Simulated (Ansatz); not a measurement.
Input and command of a calculation in Ansatz (plane waves; scalar-relativistic PAW potentials unless the input names others):

```yaml
crystal:
  lattice:
    - [3.6686939548, 0.0, 0.0]
    - [-1.8343469774, 3.1771821636, 0.0]
    - [0.0, 0.0, 13.3081120128]
  atoms:
    - { symbol: Te, position: [0.3333333333, 0.6666666667, 0.6211281373] }
    - { symbol: Te, position: [0.6666666667, 0.3333333333, 0.1211281373] }
    - { symbol: Te, position: [0.3333333333, 0.6666666667, 0.8788718627] }
    - { symbol: Te, position: [0.6666666667, 0.3333333333, 0.3788718627] }
    - { symbol: Mo, position: [0.3333333333, 0.6666666667, 0.25] }
    - { symbol: Mo, position: [0.6666666667, 0.3333333333, 0.75] }
basis:
  ecutwfc: 420
  ecutrho_ratio: 2
kpoints:
  mp_grid: { grid: [12, 12, 2] }
hamiltonian:
  xc: pbesol
scf:
  occupations: { method: gaussian, width: 0.05 }
  max_iter: 100
output:
  forces: true
  eigenvalues: true
  stress: true
```

```bash
ansatz run input.yaml --threads 2 --pin off --max-ram 5120MiB --backend cpu --events-out ev --progress --plain --runs-dir out
```

Abridged log:
```
Warning: basis.ecutrho_ratio = 2 (ecutrho = 840 eV) is below the records' recommended 1680 eV
settings of this run that can trade accuracy for cost: basis.ecutrho_ratio < 4. Do not mix this run's numbers with those of runs without the same settings; the input reference describes each key
Pseudopotentials: kind: paw
Pseudopotential: Te, paw, valence charge 16, recommended cutoff 420 eV (normal)
Pseudopotential: Mo, paw, valence charge 14, recommended cutoff 420 eV (normal)
Functional definition: PBEsol
Crystal: 6 atoms, lattice volume = 155.121 Å³
Basis set: ecut = 420 eV, 3021 PW (Γ), exchange–correlation on 48×48×160 points (8 copies of the dense FFT grid, shifted against one another)
Bands: 56, of which v1, the nominal top of the filled ones, is band 46 counted from 1 (45 counted from 0)
Symmetry: 24 space group operations
Space group: P63/mmc (ITA 194), of the structure as read, at distance tolerance 5.4e-5 Å
k-points: 38 of 288
Initial density: superposition of atomic densities (neutral atoms: chi_scale 0, normalization atom), corrected by the library's trained network
Initial wavefunctions: pseudopotential atomic-orbital guess
Functional: x = pbesol(κ = 0.804, μ = 0.12345679), c = pbesol(β = 0.046)
SCF iter   1: F=—  HF=-37402.368521 eV  |F-HF|=—  |Δ(HF+E_count)|=         —  Δρ=6.41e-3  dr2=1.24e-1  ethr=1.77e-3  ⟨swp⟩=7.4  Hψ=8295  notcnv=0  defer=6
SCF iter   2: F=—  HF=-37402.502777 eV  |F-HF|=—  |Δ(HF+E_count)|=   1.34e-1  Δρ=1.46e-2  dr2=1.20e0  ethr=1.35e-4  ⟨swp⟩=3.1  Hψ=4895  notcnv=0  defer=101
SCF iter   3: F=—  HF=-37402.362383 eV  |F-HF|=—  |Δ(HF+E_count)|=   1.40e-1  Δρ=1.87e-3  dr2=1.33e-2  ethr=1.35e-4  ⟨swp⟩=4.0  Hψ=4785  notcnv=0  defer=101
SCF iter   4: F=—  HF=-37402.360448 eV  |F-HF|=—  |Δ(HF+E_count)|=   1.94e-3  Δρ=4.88e-4  dr2=5.53e-4  ethr=1.45e-5  ⟨swp⟩=2.5  Hψ=3645  notcnv=0  defer=101
SCF iter   5: F=—  HF=-37402.360287 eV  |F-HF|=—  |Δ(HF+E_count)|=   1.61e-4  Δρ=9.34e-5  dr2=1.98e-5  ethr=6.01e-7  ⟨swp⟩=2.0  Hψ=3699  notcnv=0  defer=101
SCF iter   6: F=—  HF=-37402.360291 eV  |F-HF|=—  |Δ(HF+E_count)|=   4.26e-6  Δρ=2.42e-5  dr2=7.87e-7  ethr=2.15e-8  ⟨swp⟩=2.0  Hψ=3744  notcnv=0  defer=101
SCF iter   7: F=-37402.360291 eV  HF=-37402.360291 eV  |F-HF|=2.57e-9  |Δ(HF+E_count)|=   9.23e-8  Δρ=3.23e-6  dr2=8.75e-9  ethr=1.09e-10  ⟨swp⟩=11.1  Hψ=9183  notcnv=0
SCF 1 converged in 7 iterations: F = -37402.360291 eV  dr2 = 8.75e-9
SCF converged after 7 iterations
Free energy (F): -37402.360291 eV
Harris-Foulkes:  -37402.360291 eV  (|F-HF|=2.57e-9)
Internal energy: -37402.358828 eV  (E = F + TS)
E sigma→0 (E₀):  -37402.359560 eV
Entropy (-TS):   -0.001464 eV (-0.244 meV/atom)
Fermi energy:    12.254997 eV
--- Forces (eV/Å), atoms counted from 1 ---
  atom   1  Te     0.00000000     0.00000000    -0.30872392
  atom   2  Te     0.00000000     0.00000000    -0.30872392
  atom   3  Te     0.00000000     0.00000000     0.30872392
  atom   4  Te     0.00000000     0.00000000     0.30872392
  atom   5  Mo     0.00000000     0.00000000     0.00000000
  atom   6  Mo     0.00000000     0.00000000     0.00000000
--- Stress (GPa, compression-positive) ---
       -5.558932       0.000000       0.000000
        0.000000      -5.558932       0.000000
        0.000000       0.000000       2.763107
  P = ⅓ Tr σ = -2.7849 GPa (-27.849 kbar)
settings of this run that can trade accuracy for cost: basis.ecutrho_ratio < 4. Do not mix this run's numbers with those of runs without the same settings; the input reference describes each key
```

One setting here is unusual or wrong in general: a density cutoff too low for products of the waves, which reach up to 4 times the waves' cutoff (basis.ecutrho_ratio: not typed → 2). For this cell it did little harm to the result: the run converged in 7 SCF iterations (reference: 7) with an energy at zero smearing 0.41 meV/atom above the reference's, pressure -2.78 GPa, largest force 0.309 eV/Å, no gap on the mesh. A reference run from the same start on usual settings converged with pressure -2.76 GPa, largest force 0.309 eV/Å, no gap on the mesh.

The run took 25 s on 2 threads of Intel(R) Xeon(R) Processor @ 2.50GHz (Skylake/Cascade Lake) (shared host), peak memory 0.63 GiB.